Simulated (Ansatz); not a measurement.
# NaCl: the cost of one run

The runs shown are made with Ansatz 0.2.0. PAW datasets, plane waves, zero pressure. The calculation is spin-unpolarised, and the structure need not be a phase that has been made.

**1. The structure to begin with**

This is the cell as the run starts from it, not yet at rest; its lengths are not the crystal's.

The symmetry is P6_3/mmc (No. 194, hexagonal); a = 3.741 Å, c = 6.097 Å in the conventional setting, 18.47 Å³ an atom. Near Na stand 6 Cl at 2.64 Å; near Cl stand 6 Na at 2.64 Å.

As a file:

Space group P6_3/mmc (No. 194). a = 3.741 Å, b = 3.741 Å, c = 6.097 Å, α = 90.00°, β = 90.00°, γ = 120.00°
```
atom  site  symmetry       x       y       z
  Na    2a      -3m.  0.0000  0.0000  0.0000
  Cl    2c      -6m2  0.3333  0.6667  0.2500
```

**2. Relaxing with PBE**

input.yaml reads:

```yaml
crystal:
  lattice:
    - [3.74051991, 0.0, 0.0]
    - [-1.870259955, 3.2393852654, 0.0]
    - [0.0, 0.0, 6.0970474533]
  atoms:
    - { symbol: Na, position: [0.0, 0.0, 0.0] }
    - { symbol: Na, position: [0.0, 0.0, 0.5] }
    - { symbol: Cl, position: [0.3333333333, 0.6666666667, 0.25] }
    - { symbol: Cl, position: [0.6666666667, 0.3333333333, 0.75] }
kpoints:
  mp_grid: { grid: [12, 12, 4] }
hamiltonian:
  xc: pbe
scf:
  occupations: { method: fermi_dirac, width: 0.02 }
relax:
  f_tol: 0.005
  cell: {}
```

Command:

```sh
ansatz run input.yaml --threads 2 --pin off --max-ram 2211MiB --backend cpu --events-out ev --progress --plain --runs-dir out
```

**Question.** How long does this run take on 2 threads of Arm Neoverse V1, shared host, and how much memory does it need?

About 16 s, with a peak of 0.39 GiB.
